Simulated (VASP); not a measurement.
Input of a VASP 6.6.1 run:

File INCAR:

```
SYSTEM = Ir
ALGO = Fast
EDIFF = 1E-7
ENCUT = 520
GGA = PE
ISIF = 2
ISMEAR = 0
LASPH = .TRUE.
LCHARG = .TRUE.
LELF = .TRUE.
LREAL = .FALSE.
LVHAR = .TRUE.
LWAVE = .FALSE.
NBANDS = 10
NELM = 100
PREC = Accurate
SIGMA = 0.1
```

Contents of KPOINTS:

```
k-points
0
G
  8 8 8
  0 0 0
```

File POSCAR:

```
Ir
1.0
   -1.4928648417      1.4928648417      1.4928648417
    1.4928648417     -1.4928648417      1.4928648417
    1.4928648417      1.4928648417     -1.4928648417
Ir
1
Direct
    0.0000000000      0.0000000000      0.0000000000
```

Potentials or basis: VASP PAW PBE potentials, release 64 (Ir).

Launch:

```sh
$ cat potpaw_PBE.64/Ir/POTCAR > POTCAR
$ mpirun -np 1 vasp_std > vasp.out
```

**Question.** What does it give for the band gap on the k mesh?

**Answer.** None (metal or under the smearing width).

**Question.** Estimate the pressure.

**Answer.** 52.7 GPa.

Caveat: the k mesh is coarse (spacing up to 0.37 Å⁻¹), so the values aren't converged; so large a pressure means that the cell lies far from this level's equilibrium, or that cutoff or potentials fall short. Spin-orbit coupling is left out, which matters for the levels of Ir.
